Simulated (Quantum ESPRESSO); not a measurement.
# W (Fm-3m) in Quantum ESPRESSO: further runs

The runs below take W through phonons, with PBEsol.

Program: Quantum ESPRESSO 7.5. These are calculated values, not measurements. Logs are shortened: lines on timing, memory, paths and dates and some standing lists are left out, and cuts for length are marked.

**1. The structure**

Symmetry: Fm-3m, No. 225, cubic system. The conventional cell has a = 4.060 Å, b = 4.060 Å, c = 4.060 Å, α = 90.00°, β = 90.00°, γ = 90.00°. W (site symmetry m-3m) has 12 W at 2.87 Å as nearest neighbours.

This isn't the form of W at room conditions, which is bcc.

**2. Phonons, PBEsol**

Contents of pw.in:

```
&CONTROL
  calculation = 'scf'
  prefix = 'pwscf'
  outdir = './tmp'
  pseudo_dir = './pseudo'
  tprnfor = .true.
  tstress = .true.
  disk_io = 'low'
/
&SYSTEM
  ibrav = 0
  A = 2.87085353
  nat = 1
  ntyp = 1
  ecutwfc = 74
  nbnd = 13
  occupations = 'smearing'
  smearing = 'mv'
  degauss = 0.01469973
/
&ELECTRONS
  conv_thr = 2d-10
  electron_maxstep = 120
  mixing_beta = 0.5
/
ATOMIC_SPECIES
W    183.8400 W.upf
CELL_PARAMETERS alat
   0.0000000000    0.7071067816    0.7071067816
   0.7071067816    0.0000000000    0.7071067816
   0.7071067816    0.7071067816    0.0000000000
ATOMIC_POSITIONS alat
W      0.0000000000    0.0000000000    0.0000000000
K_POINTS automatic
11 11 11 0 0 0
```

Contents of scf2.in:

```
&CONTROL
  calculation = 'scf'
  prefix = 'pwscf'
  outdir = './tmp'
  pseudo_dir = './pseudo'
  tprnfor = .true.
  tstress = .true.
  disk_io = 'low'
/
&SYSTEM
  ibrav = 0
  A = 2.87085353
  nat = 1
  ntyp = 1
  ecutwfc = 74
  nbnd = 13
  occupations = 'smearing'
  smearing = 'mv'
  degauss = 0.01469973
/
&ELECTRONS
  conv_thr = 1d-13
  electron_maxstep = 120
  mixing_beta = 0.5
  startingpot = 'file'
  startingwfc = 'file'
/
ATOMIC_SPECIES
W    183.8400 W.upf
CELL_PARAMETERS alat
   0.0000000000    0.7071067816    0.7071067816
   0.7071067816    0.0000000000    0.7071067816
   0.7071067816    0.7071067816    0.0000000000
ATOMIC_POSITIONS alat
W      0.0000000000    0.0000000000    0.0000000000
K_POINTS automatic
11 11 11 0 0 0
```

Contents of ph.in:

```
phonons of W
&INPUTPH
  prefix = 'pwscf'
  outdir = './tmp'
  tr2_ph = 1d-18
  fildyn = 'dyn'
  niter_ph = 90
  alpha_mix(1) = 0.4
/
0.3535533906 0.7071067812 0.0000000000
```

Potentials or basis: PseudoDojo 0.4.1 SR PBEsol standard.

Started as:

```
$ OMP_NUM_THREADS=1 pw.x -in pw.in > pw.out
$ OMP_NUM_THREADS=1 pw.x -in scf2.in > scf2.out
$ OMP_NUM_THREADS=1 ph.x -in ph.in > ph.out
```

pw.out:

```text
This program is part of the open-source Quantum ESPRESSO suite
     for quantum simulation of materials; please cite
[... 9 lines left out ...]
     --------------------
     sticks:   dense  smooth     PW     G-vecs:    dense   smooth      PW
     Sum         595     595    199                 9721     9721    1759

     Using Slab Decomposition

     bravais-lattice index     =            0
     lattice parameter (alat)  =       5.4251  a.u.
     unit-cell volume          =     112.9054 (a.u.)^3
     number of atoms/cell      =            1
     number of atomic types    =            1
     number of electrons       =        14.00
     number of Kohn-Sham states=           13
     kinetic-energy cutoff     =      74.0000  Ry
     charge density cutoff     =     296.0000  Ry
     scf convergence threshold =      2.0E-10
     mixing beta               =       0.5000
     number of iterations used =            8  plain     mixing
     Exchange-correlation= PBESOL
                           (   1   4  10   8   0   0   0)

     celldm(1)=   5.425127  celldm(2)=   0.000000  celldm(3)=   0.000000
     celldm(4)=   0.000000  celldm(5)=   0.000000  celldm(6)=   0.000000

     crystal axes: (cart. coord. in units of alat)
               a(1) = (   0.000000   0.707107   0.707107 )
               a(2) = (   0.707107   0.000000   0.707107 )
               a(3) = (   0.707107   0.707107   0.000000 )

     reciprocal axes: (cart. coord. in units 2 pi/alat)
               b(1) = ( -0.707107  0.707107  0.707107 )
               b(2) = (  0.707107 -0.707107  0.707107 )
               b(3) = (  0.707107  0.707107 -0.707107 )

     PseudoPot. # 1 for W  read from file:
     W.upf
     Pseudo is Norm-conserving + core correction, Zval = 14.0
     Generated using ONCVPSP code by D. R. Hamann
     Using radial grid of 1396 points,  8 beta functions with:
                l(1) =   0
                l(2) =   0
                l(3) =   1
                l(4) =   1
                l(5) =   2
                l(6) =   2
                l(7) =   3
                l(8) =   3

     atomic species   valence    mass     pseudopotential
     W                14.00   183.84000     W ( 1.00)

     48 Sym. Ops., with inversion, found

   Cartesian axes

     site n.     atom                  positions (alat units)
         1        W      tau(   1) = (   0.0000000   0.0000000   0.0000000  )

     number of k points=    56  Marzari-Vanderbilt smearing, width (Ry)=  0.0147
                       cart. coord. in units 2pi/alat
        k(    1) = (   0.0000000   0.0000000   0.0000000), wk =   0.0015026
        k(    2) = (   0.0642824   0.0642824  -0.0642824), wk =   0.0120210
        k(    3) = (   0.1285649   0.1285649  -0.1285649), wk =   0.0120210
        k(    4) = (   0.1928473   0.1928473  -0.1928473), wk =   0.0120210
        k(    5) = (   0.2571297   0.2571297  -0.2571297), wk =   0.0120210
        k(    6) = (   0.3214122   0.3214122  -0.3214122), wk =   0.0120210
[... 48 lines left out ...]
        k(   55) = (  -0.0642824  -0.4499770   0.7071068), wk =   0.0360631
        k(   56) = (   0.0000000  -0.3856946   0.6428243), wk =   0.0360631

     Dense  grid:     9721 G-vectors     FFT dimensions: (  30,  30,  30)

     Initial potential from superposition of free atoms

     starting charge      13.9995, renormalised to      14.0000
     Starting wfcs are   10 randomized atomic wfcs +    3 random wfcs

     Self-consistent Calculation

     iteration #  1     ecut=    74.00 Ry     beta= 0.50
     Davidson diagonalization with overlap
     ethr =  1.00E-02,  avg # of iterations =  4.7

     Threshold (ethr) on eigenvalues was too large:
     Diagonalizing with lowered threshold

     Davidson diagonalization with overlap
     ethr =  2.68E-04,  avg # of iterations =  2.3

     total energy              =    -151.62073710 Ry
     estimated scf accuracy    <       0.03863132 Ry

     iteration #  2     ecut=    74.00 Ry     beta= 0.50
     Davidson diagonalization with overlap
     ethr =  2.76E-04,  avg # of iterations =  1.9

     total energy              =    -151.62465677 Ry
     estimated scf accuracy    <       0.00223095 Ry

     iteration #  3     ecut=    74.00 Ry     beta= 0.50
     Davidson diagonalization with overlap
     ethr =  1.59E-05,  avg # of iterations =  3.0

     total energy              =    -151.62482376 Ry
     estimated scf accuracy    <       0.00020586 Ry

     iteration #  4     ecut=    74.00 Ry     beta= 0.50
     Davidson diagonalization with overlap
     ethr =  1.47E-06,  avg # of iterations =  2.8

     total energy              =    -151.62483430 Ry
     estimated scf accuracy    <       0.00000065 Ry

     iteration #  5     ecut=    74.00 Ry     beta= 0.50
     Davidson diagonalization with overlap
     ethr =  4.67E-09,  avg # of iterations =  3.9

     total energy              =    -151.62483533 Ry
     estimated scf accuracy    <       0.00000015 Ry

     iteration #  6     ecut=    74.00 Ry     beta= 0.50
     Davidson diagonalization with overlap
     ethr =  1.06E-09,  avg # of iterations =  2.0

     total energy              =    -151.62483535 Ry
     estimated scf accuracy    <          9.1E-09 Ry

     iteration #  7     ecut=    74.00 Ry     beta= 0.50
     Davidson diagonalization with overlap
     ethr =  6.47E-11,  avg # of iterations =  2.0

     total energy              =    -151.62483536 Ry
     estimated scf accuracy    <          3.1E-10 Ry

     iteration #  8     ecut=    74.00 Ry     beta= 0.50
     Davidson diagonalization with overlap
     ethr =  2.18E-12,  avg # of iterations =  2.1

     End of self-consistent calculation

          k = 0.0000 0.0000 0.0000 (  1243 PWs)   bands (ev):

   -53.1163 -16.7607 -16.7607 -16.7607  11.6705  20.0288  20.0288  20.0288
    23.0597  23.0597  33.3588  38.4007  38.4007

          k = 0.0643 0.0643-0.0643 (  1239 PWs)   bands (ev):

   -53.1086 -16.8515 -16.7724 -16.7724  12.0219  19.7714  20.1881  20.1881
    22.9237  22.9237  34.0393  37.0690  39.0493

          k = 0.1286 0.1286-0.1286 (  1227 PWs)   bands (ev):

   -53.0879 -17.0903 -16.8036 -16.8036  12.9709  19.2597  20.4683  20.4683
    22.8177  22.8177  34.6734  36.1973  40.8387

          k = 0.1928 0.1928-0.1928 (  1215 PWs)   bands (ev):

   -53.0608 -17.3928 -16.8441 -16.8441  14.1367  19.0767  20.3966  20.3966
    23.3707  23.3707  33.1451  37.1066  42.8645

          k = 0.2571 0.2571-0.2571 (  1221 PWs)   bands (ev):

   -53.0358 -17.6614 -16.8810 -16.8810  14.8733  19.8000  20.0702  20.0702
    24.4533  24.4533  31.8286  35.0137  41.0818

          k = 0.3214 0.3214-0.3214 (  1197 PWs)   bands (ev):

   -53.0208 -17.8171 -16.9028 -16.9028  15.0599  19.8399  19.8399  20.9572
    25.3454  25.3454  30.7503  33.1997  39.1849

          k = 0.1286-0.0000 0.0000 (  1239 PWs)   bands (ev):

   -53.1060 -16.8493 -16.7924 -16.7924  12.1399  19.5817  20.3124  20.3124
    22.5042  23.2185  34.2851  37.5819  38.7115

          k = 0.1928 0.0643-0.0643 (  1225 PWs)   bands (ev):

   -53.0897 -17.0268 -16.8305 -16.8150  12.8981  19.0961  20.5928  20.6466
    22.0819  23.3452  35.4983  36.3010  39.5532

          k = 0.2571 0.1286-0.1286 (  1217 PWs)   bands (ev):

   -53.0647 -17.3007 -16.8744 -16.8525  14.0448  18.7400  20.3594  20.7548
    22.5717  23.8037  34.2272  37.4275  41.0208

          k = 0.3214 0.1928-0.1928 (  1216 PWs)   bands (ev):
[... 104 lines left out ...]
          k = 0.5143-0.0000 0.0000 (  1218 PWs)   bands (ev):

   -53.0093 -17.6112 -17.0850 -17.0850  15.4568  16.6737  21.2431  24.2351
    24.2351  24.9546  34.9970  34.9970  36.8526

          k = 0.5785 0.0643-0.0643 (  1219 PWs)   bands (ev):

   -52.9968 -17.6849 -17.1528 -17.1102  15.5631  16.5640  21.5771  24.2307
    25.7285  25.9244  32.2730  34.0660  35.7231

          k =-0.0643-0.5785 0.5785 (  1208 PWs)   bands (ev):

   -52.9898 -17.6728 -17.2751 -17.0996  15.9228  16.9085  21.1009  23.6825
    25.6961  28.5295  29.4773  34.8022  34.8426

          k = 0.0000-0.5143 0.5143 (  1214 PWs)   bands (ev):

   -52.9905 -17.5704 -17.4189 -17.0563  16.4874  17.5292  20.1735  22.8851
    24.9303  27.7818  31.2453  33.8642  36.9019

          k = 0.6428-0.0000 0.0000 (  1210 PWs)   bands (ev):

   -52.9895 -17.7520 -17.1433 -17.1433  15.2594  16.2356  23.1511  25.3808
    25.8848  25.8848  32.5346  32.5346  33.6295

          k =-0.0000-0.6428 0.6428 (  1202 PWs)   bands (ev):

   -52.9869 -17.7465 -17.1904 -17.1393  15.4041  16.3510  22.6789  24.9498
    26.0451  27.2455  30.7732  32.8564  33.9108

          k = 0.2571 0.1286 0.0000 (  1215 PWs)   bands (ev):

   -53.0712 -17.1864 -16.9145 -16.8360  13.7816  18.6114  20.4683  21.1838
    21.8035  23.8476  35.6881  37.1097  39.3785

          k = 0.3214 0.1928-0.0643 (  1220 PWs)   bands (ev):

   -53.0470 -17.4096 -16.9944 -16.8729  14.9440  18.3715  19.8169  21.2532
    22.5144  24.9016  34.4269  37.7164  39.3149

          k = 0.3857 0.2571-0.1286 (  1214 PWs)   bands (ev):

   -53.0246 -17.6177 -17.0473 -16.9180  15.7453  18.7824  19.3241  20.9050
    23.9005  26.1120  32.3479  35.8040  38.2852

          k =-0.2571-0.3857 0.5143 (  1210 PWs)   bands (ev):

   -53.0112 -17.7407 -17.0717 -16.9499  15.9481  18.7314  20.0310  20.6580
    25.0339  26.9877  30.2349  35.0268  37.9391

          k = 0.3857 0.1286 0.0000 (  1230 PWs)   bands (ev):

   -53.0380 -17.4193 -17.0292 -16.9509  15.2637  17.6945  19.7689  22.4631
    22.5136  24.9278  35.5771  37.8685  38.3119

          k = 0.4500 0.1928-0.0643 (  1225 PWs)   bands (ev):

   -53.0178 -17.5627 -17.1215 -16.9921  16.1340  17.7127  19.2063  22.1926
    23.9681  26.2387  33.0926  36.7392  37.1298

          k =-0.1928-0.4500 0.5785 (  1215 PWs)   bands (ev):

   -53.0037 -17.6506 -17.1995 -17.0181  16.5890  17.9510  19.2506  21.7881
    25.0642  27.6456  30.3755  36.4438  36.5365

          k =-0.1286-0.3857 0.5143 (  1208 PWs)   bands (ev):

   -53.0003 -17.6584 -17.2505 -17.0071  16.8639  17.9209  19.5158  21.5156
    24.8572  28.1587  29.9531  35.9354  37.1251

          k =-0.0643-0.3214 0.4500 (  1209 PWs)   bands (ev):

   -53.0086 -17.5989 -17.2403 -16.9653  16.8745  18.2378  18.7799  21.6267
    23.8550  27.3755  31.9242  35.8819  37.0689

          k = 0.0000-0.2571 0.3857 (  1212 PWs)   bands (ev):

   -53.0260 -17.5101 -17.1437 -16.9130  16.1313  18.1904  19.0092  21.8016
    22.6575  26.3987  33.6657  37.2319  37.2488

          k = 0.5143 0.1286 0.0000 (  1216 PWs)   bands (ev):

   -53.0074 -17.6073 -17.1331 -17.0704  15.8597  16.9626  20.2563  23.7080
    24.2435  26.1378  33.3717  34.9450  37.2042

          k =-0.1286-0.5143 0.6428 (  1206 PWs)   bands (ev):

   -52.9955 -17.6392 -17.2407 -17.0947  16.2457  17.1873  20.0547  23.2182
    25.3359  27.8047  30.8390  34.3667  36.3297

          k =-0.0643-0.4500 0.5785 (  1208 PWs)   bands (ev):

   -52.9913 -17.5841 -17.3751 -17.0772  16.7174  17.6344  19.6961  22.4741
    25.2289  28.6277  30.2884  34.3251  36.3922

          k = 0.0000-0.3857 0.5143 (  1201 PWs)   bands (ev):

   -52.9962 -17.5233 -17.4237 -17.0268  17.3614  17.8000  18.9664  22.0806
    24.4389  27.6518  32.8462  33.2382  37.6997

          k =-0.0643-0.5785 0.7071 (  1209 PWs)   bands (ev):

   -52.9892 -17.7101 -17.1942 -17.1453  15.6471  16.5670  21.7386  24.4149
    25.8886  27.4332  31.3253  32.5058  35.0648

          k = 0.0000-0.5143 0.6428 (  1206 PWs)   bands (ev):

   -52.9872 -17.6561 -17.2956 -17.1325  16.0782  17.0102  20.9011  23.4256
    25.9140  29.2565  29.6713  33.0338  35.2319

          k =-0.1928-0.4500 0.7071 (  1208 PWs)   bands (ev):

   -53.0025 -17.5845 -17.2604 -17.0406  16.9023  17.7810  18.6819  22.6503
    24.2842  27.5609  32.2008  34.5124  37.1616

          k =-0.1286-0.3857 0.6428 (  1208 PWs)   bands (ev):

   -52.9934 -17.5699 -17.3583 -17.0821  17.2400  17.8742  18.8124  22.1410
    25.1035  28.6552  30.7607  34.1680  36.5102

          k =-0.0643-0.4500 0.7071 (  1210 PWs)   bands (ev):

   -52.9885 -17.5962 -17.3289 -17.1470  16.5855  17.5295  19.7227  22.6442
    25.8954  29.1145  31.1126  32.1875  35.7798

          k = 0.0000-0.3857 0.6428 (  1215 PWs)   bands (ev):

   -52.9878 -17.5014 -17.4435 -17.1415  16.9504  18.1234  19.0307  21.9771
    25.8994  29.4791  31.1137  32.2074  35.8078

     the Fermi energy is    20.5709 ev

!    total energy              =    -151.62483536 Ry
     estimated scf accuracy    <          3.3E-11 Ry
     smearing contrib. (-TS)   =       0.00013323 Ry
     internal energy E=F+TS    =    -151.62496859 Ry

     The total energy is F=E-TS. E is the sum of the following terms:
     one-electron contribution =     -18.46834033 Ry
     hartree contribution      =      16.84102257 Ry
     xc contribution           =     -32.87053585 Ry
     ewald contribution        =    -117.12711499 Ry

     convergence has been achieved in   8 iterations

     Forces acting on atoms (cartesian axes, Ry/au):

     atom    1 type  1   force =     0.00000000    0.00000000    0.00000000

     Total force =     0.000000     Total SCF correction =     0.000000

     Computing stress (Cartesian axis) and pressure

          total   stress  (Ry/bohr**3)                   (kbar)     P=     -124.62
  -0.00084714   0.00000000   0.00000000         -124.62        0.00        0.00
   0.00000000  -0.00084714   0.00000000            0.00     -124.62        0.00
   0.00000000   0.00000000  -0.00084714            0.00        0.00     -124.62

=------------------------------------------------------------------------------=
   JOB DONE.
=------------------------------------------------------------------------------=
```

Wall time 7.3 min (1 thread of Arm Neoverse V1, shared host); peak memory 0.09 GiB.

Results:

```
Free energy                                 : -2062.9610 eV
Pressure after relaxing                     : -12.5 GPa
Band gap on the k mesh                      : none (metal or under the smearing width)
Highest phonon frequency at the q point run : 139 cm⁻¹
```

Levels at points of the mesh, in eV from the Fermi level:
| k point | band 3 | band 4 | band 5 | band 6 | band 7 | band 8 | band 9 | band 10 | band 11 | band 12 |
| --- | --- | --- | --- | --- | --- | --- | --- | --- | --- | --- |
| (0.00, 0.00, 0.00) | -37.33 | -37.33 | -8.90 | -0.54 | -0.54 | -0.54 | 2.49 | 2.49 | 12.79 | 17.83 |

Phonon frequencies in cm⁻¹ (negative: imaginary):
| q point | frequencies |
| --- | --- |
| (0.500, 0.250, 0.750) | 100 139 139 |

Phonon modes at q = (0.500, 0.250, 0.750) in reciprocal lattice units:
```csv
mode,symmetry,cm⁻¹
1,B_2,100
2,E,139
3,E,139
```

Caveat: the cell is more than 3 GPa from zero pressure, which shifts response properties; the q point doesn't lie on the k mesh, which can shift a metal's frequencies strongly unless the mesh is converged. The run has no spin-orbit coupling, so splittings on W are missing.

[end of part 1 of 2]
